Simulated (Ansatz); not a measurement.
A crystal relaxed with r2SCAN+rVV10 in the plane-wave code Ansatz has space group Pnma (No. 62) and a = 11.579 Å, b = 4.127 Å, c = 4.567 Å.

```
atom  site       x       y       z
  Sn    4c  0.1188  0.2500  0.1129
  Xx    4c  0.3532  0.2500  0.0120
```

r2SCAN gives an indirect gap of 0.92 eV, from Γ–Z (0.65 of the way from Γ) to Y–Γ (0.34 of the way from Y); the least direct gap is 1.20 eV at Y–Γ (0.40 of the way from Y). HSE06 gives an indirect gap of 1.06 eV, from Γ–Z (0.65 of the way from Γ) to Y–Γ (0.34 of the way from Y); the least direct gap is 1.34 eV at Y–Γ (0.34 of the way from Y). Meshes: r2SCAN 2×6×6, HSE06 2×4×4.

**Question.** Which element is Xx?
A. S
B. Se
C. Te
D. O

**Answer.** B. Xx is Se: an 8-atom cell of SnSe started from a crystallographic database. Around Sn lie 3 Se at 2.75–2.77 Å; around Se lie 3 Sn at 2.75–2.77 Å.

(Simulation; spin polarisation is off.)

Spin-orbit coupling is left out, which matters wherever the heavy atoms make up the band edges.

Where an edge lies off the special points, it is a point of the mesh or the k point where a search put PBE's edge or least direct gap, reused for the other functionals, whose own edges may lie a little apart.

The meshes of the hybrids are coarse, so their gaps aren't converged to the digits shown.
